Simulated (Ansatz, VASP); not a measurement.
NiO in VASP and in Ansatz

File INCAR:

```
PREC = Accurate
ENCUT = 520
EDIFF = 1E-7
ISMEAR = 0
SIGMA = 0.018000000000000002
LREAL = False
LASPH = True
NELM = 120
ALGO = Fast
ISIF = 2
LWAVE = False
LCHARG = False
ISPIN = 2
MAGMOM = 1 0
LORBIT = 11
LMAXMIX = 4
GGA = PE
NBANDS = 19
```

Contents of KPOINTS:

```
Automatic mesh
0
Gamma
  11 11 11
```

The input POSCAR:

```
NiO
1.0
    0.0000000000      2.0859016414      2.0859016414
    2.0859016414      0.0000000000      2.0859016414
    2.0859016414      2.0859016414      0.0000000000
Ni O
1 1
Direct
    0.0000000000      0.0000000000      0.0000000000
    0.5000000000      0.5000000000      0.5000000000
```

The input input.yaml:

```yaml
crystal:
  lattice:
    - [0.0, 2.0859016414, 2.0859016414]
    - [2.0859016414, 0.0, 2.0859016414]
    - [2.0859016414, 2.0859016414, 0.0]
  atoms:
    - { symbol: Ni, position: [0.0, 0.0, 0.0], spin: 1.0 }
    - { symbol: O, position: [0.5, 0.5, 0.5] }
hamiltonian:
  xc: pbe
  pseudopotentials: { kind: paw }
magnetization:
  spin_polarized: true
kpoints:
  mp_grid: { grid: [11, 11, 11] }
scf:
  occupations: { method: gaussian, width: 0.018 }
output:
  forces: true
  stress: true
  eigenvalues: true
  write_density: true
  write_potential: true
  elf: true
  volumetric_format: npy
```

Alike in both runs: task single point; functional PBE; k mesh 11 × 11 × 11; occupations gaussian, width 0.018 eV; collinear spin, ferromagnetic start.

|  | VASP | Ansatz |
| --- | --- | --- |
| version | VASP 6.6.1 | Ansatz 0.2.0 |
| potentials or method | VASP PAW PBE potentials, release 64 (Ni, O) | Ansatz PAW |
| plane-wave cutoff (eV) | 520 | 420 |
| valence electrons in the cell | 16 | 24 |

Ansatz gave:

- gap on the k mesh at the Fermi level (eV): none
- pressure (GPa): 6.3
- net moment per atom (μB): 0.90
- size of the moment on the site where the two differ most (μB): 0.29

Question: Estimate VASP's values.

Answer: gap on the k mesh at the Fermi level (eV): none; pressure (GPa): 6.1; net moment per atom (μB): 0.89; size of the moment on the site where the two differ most (μB): 0.28.

Site moments also hang on the region over which each program counts them. A gap of «none» marks a metal or a gap that the smearing closes. The two sets of potentials don't hold the same shells in valence.

Caveats: a cell with one magnetic atom can't hold antiferromagnetic order, which such compounds often take; semilocal functionals often make such compounds metallic where correlation or magnetic order opens a gap, which also shifts bond lengths; the pressure holds a Pulay correction of +0.7 GPa for the finite cutoff (Ansatz). With open d or f shells a metallic result of PBE can be an artefact of self-interaction; +U or a hybrid may open a gap.
